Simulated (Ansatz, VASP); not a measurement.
# Cross-check of Si31C32 (C_Si-V_C) between VASP and Ansatz, part 2 of 2

Aim: how closely do two programs agree when they are given the same cell, functional and k mesh? The cell is taken from a series of runs on this material, whose earlier steps may have relaxed, scaled, displaced or heated it; both programs get it as it stands.

VASP 6.6.1 and Ansatz 0.2.0.

So far: Set-up; Ansatz: single point, LDA.

## Step 3: VASP: single point, LDA

Level of this step: LDA; plane waves and PAW (Si, C) (VASP).

The same cell, functional (in two slightly different forms), mesh and smearing now go to VASP, with its own data sets.

Lines of VASP's logs that name or quote its potential files are left out, and so is its time.

Input file INCAR:

```
SYSTEM = Si31C32
PREC = Accurate
ENCUT = 520
EDIFF = 1E-06
NELM = 120
ISMEAR = -1
SIGMA = 0.01
LREAL = Auto
ALGO = Normal
GGA = PW92
NBANDS = 170
LORBIT = 11
LWAVE = .FALSE.
LCHARG = .FALSE.
ISIF = 2
LASPH = .TRUE.
GGA_COMPAT = .FALSE.
EFERMI = MIDGAP
```

Input file POSCAR:

```
Si31C32
1.0
    8.6579460396      0.0000000000      0.0000000000
    0.0000000000      0.0000000000     -8.6579460396
    0.0000000000      8.6579460396      0.0000000000
Si C
31 32
Direct
    0.9998200497      0.9994524685      0.9999414782
    0.9966324711      0.2474991259      0.2480112871
    0.2478731784      0.9962423258      0.2480207385
    0.2478828579      0.2475355385      0.9967189976
    0.9996929523      0.9993296392      0.5014966147
    0.9998939151      0.2479170657      0.7479122004
    0.2482864196      0.9995419679      0.7479189222
    0.2443276345      0.2439741606      0.4966250621
    0.9996893951      0.5010147360      0.9998186678
    0.9998770815      0.7474279271      0.2484030457
    0.2442625558      0.4962047947      0.2444574841
    0.2482856509      0.7474285382      0.0000234088
    0.0002576883      0.4996448302      0.5001335354
    0.0024701521      0.7486991204      0.7491839694
    0.2560065957      0.4989683139      0.7439584471
    0.2560350522      0.7435034914      0.4994767115
    0.5013857072      0.9993363509      0.9998410632
    0.4966246634      0.2438787410      0.2444243656
    0.7478105337      0.9995064594      0.2483900212
    0.7478050963      0.2478939219      0.9999978783
    0.5000141665      0.9998857808      0.5001476220
    0.4993194947      0.2556543301      0.7439543328
    0.7490719174      0.0021031148      0.7491698758
    0.7438775897      0.2556529047      0.4994607563
    0.4999789931      0.4996216297      0.0003523291
    0.4993003907      0.7434935297      0.2561612016
    0.7438932563      0.4989212324      0.2561177391
    0.7490608263      0.7486777439      0.0026078189
    0.5053663227      0.7488214011      0.7493243939
    0.7491825492      0.5049894149      0.7493103036
    0.7491972516      0.7488083956      0.5054700044
    0.1228922408      0.1225145156      0.3711279880
    0.1229075548      0.3706232566      0.1230208314
    0.3709701722      0.1225652992      0.1230448676
    0.1236539968      0.1232916121      0.8726981090
    0.1278574765      0.3741200818      0.6209362804
    0.3744782576      0.1274976507      0.6209277753
    0.3747596884      0.3744090526      0.8745900406
    0.1278586050      0.6204826757      0.3746410989
    0.1236542258      0.8721945764      0.1237744795
    0.3744743546      0.6204350350      0.1279785643
    0.3747660343      0.8741553085      0.3749118849
    0.1283502904      0.6229597107      0.8715160043
    0.1283483996      0.8710377518      0.6234420843
    0.3960111892      0.6139077849      0.6143916215
    0.3754862542      0.8733522102      0.8738650335
    0.6208522377      0.1274701266      0.3746333045
    0.6208197470      0.3741062929      0.1279512432
    0.8725670822      0.1232869980      0.1237701512
    0.8745283819      0.3743949802      0.3748992182
    0.6233191102      0.1279757690      0.8714998286
    0.6142803792      0.3956250071      0.6143868781
    0.8713995558      0.1279867628      0.6234319847
    0.8737111335      0.3751098632      0.8738494736
    0.6142886803      0.6138999510      0.3961296506
    0.6233086625      0.8710124959      0.1284812721
    0.8713968887      0.6229380872      0.1284733027
    0.8737129087      0.8733442511      0.3756029939
    0.5398724725      0.5394884741      0.5399877335
    0.6257781813      0.6254012045      0.8771077235
    0.6258064709      0.8765958308      0.6259089367
    0.8769753481      0.6254319709      0.6259214397
    0.8747172614      0.8743539654      0.8748575522
```

Input file KPOINTS:

```
Automatic mesh
0
Gamma
1 1 1
0 0 0
```

Potentials, in the order of the species: Si and C (LDA family, release 64).

The run is started by

```console
export OMP_NUM_THREADS=3
mpirun -np 1 vasp_gam
```

Numbers of over 12 decimals in the logs are rounded to 6 here.

Output:

```text
[banner, memory and clock lines left out]
running    1 mpi-ranks, on    1 nodes
[...]
Offloading initialized ...    1 GPUs detected
[...]
|                                                                             |
|               ----> ADVICE to this user running VASP <----                  |
|                                                                             |
|     You enforced a specific xc type in the INCAR file but a different       |
|     [... a line on the potential file left out ...]
|     I HOPE YOU KNOW WHAT YOU ARE DOING!                                     |
|                                                                             |

 LDA part: xc-table for (Slater(with rela. corr.)+PW92), standard interpolation
 POSCAR, INCAR and KPOINTS ok, starting setup
[...]
entering main loop
       N       E                     dE             d eps       ncg     rms          rms(c)
DAV:   1     0.147904974872E+04    0.14790E+04   -0.13318E+05   340   0.142E+03
DAV:   2    -0.416111094966E+03   -0.18952E+04   -0.17666E+04   438   0.282E+02
DAV:   3    -0.579108296427E+03   -0.16300E+03   -0.16109E+03   408   0.815E+01
DAV:   4    -0.583287767011E+03   -0.41795E+01   -0.41583E+01   408   0.148E+01
[...]
DAV:  14    -0.517670019246E+03    0.31395E-05   -0.18110E-05   400   0.105E-02    0.190E-02
DAV:  15    -0.517670017756E+03    0.14900E-05   -0.69774E-06   368   0.547E-03    0.464E-03
DAV:  16    -0.517670017628E+03    0.12789E-06   -0.80292E-07   208   0.220E-03
   1 F= -.51767002E+03 E0= -.51767002E+03  d E =-.420590E-05
```

Parts of OUTCAR (step 3):

```text
  Total      -11.5166800    -11.4922835    -11.5089753      8.8235668     -8.8183195     -8.8099114
  in kB      -28.4310736    -28.3708463    -28.4120531     21.7826210    -21.7696671    -21.7489102
  external PRESSURE =     -28.4046577 kB  Pullay stress =       0.0000000 kB

 POSITION                                       TOTAL-FORCE (eV/Angst)
 -----------------------------------------------------------------------------------
      8.65639      8.65744     -8.65321         0.003080      0.003790     -0.004647
      8.62879      2.14727     -2.14283        -0.005282     -0.000421     -0.001691
      2.14607      2.14735     -8.62541         0.002656     -0.000411      0.002473
      2.14616      8.62954     -2.14315         0.002262     -0.000155      0.000243
      8.65529      4.34193     -8.65214         0.007691      0.005402     -0.007273
      8.65703      6.47538     -2.14645         0.009023      0.002261      0.005019
      2.14965      6.47544     -8.65398        -0.006368      0.000316     -0.007226
      2.11538      4.29975     -2.11232         0.001923     -0.007341     -0.002006
      8.65526      8.65638     -4.33776         0.010338      0.007290     -0.002357
      8.65688      2.15066     -6.47119         0.010520     -0.006630     -0.002947
      2.11481      2.11650     -4.29611         0.003858     -0.001816      0.007706
      2.14964      0.00020     -6.47120        -0.006459      0.007207     -0.001066
      0.00223      4.33013     -4.32590        -0.000816      0.000555     -0.002508
      0.02139      6.48639     -6.48220         0.000228      0.001922     -0.002237
[...]
-----------------------------------------------------------------------------------
    total drift:                               -0.015185     -0.017505      0.007400

  FREE ENERGIE OF THE ION-ELECTRON SYSTEM (eV)
  ---------------------------------------------------
  free  energy   TOTEN  =      -517.6700176281 eV

  energy  without entropy=     -517.6700134222  energy(sigma->0) =     -517.67001553

[... 2 further parts left out ...]
[key lines of the parts left out:]
E-fermi :   9.3537
```

The run ends at a pressure of -2.84 GPa, with forces up to 0.025 eV/Å.

## Step 4: Differences

Known differences besides the potentials themselves: the two LDA forms differ slightly; the cutoff is 420 eV in Ansatz and 520 eV in VASP (PREC = Accurate, projectors in real space); VASP's log shows a relativistic correction to its local exchange, Ansatz's none. Total energies have different zeros and are not compared.

Compared:

| quantity | Ansatz | VASP | difference |
| --- | --- | --- | --- |
| gap on the k mesh (eV) | 0.242 | 0.241 | +0.001 |

At this near-relaxed geometry the largest component of a force difference is 19 meV/Å. A gap on the mesh is an upper bound, since the band edges may lie between its points.

## Step 5: What came out

```
difference in gap on the k mesh (single point, LDA) : 0.0011 eV
```

The difference in gap on the k mesh is 0.0011 eV (single point, LDA), within the 0.08 eV picked in this series as the mark of a large difference. How closely two codes agree says nothing of how well the functional describes the real material.

[Lines on the potential files, build, host, timing and source positions are cut from VASP's logs without a mark.]

[Logs are printed without paths, hosts, clocks, repeated set-up lines and the standing remarks that a program may print on its own settings, such as how far it seeks lower states.]

[Hosts, paths, dates, database ids (printed as entryN), source tags and the programs' standing remarks are cut or masked in the printed files.]
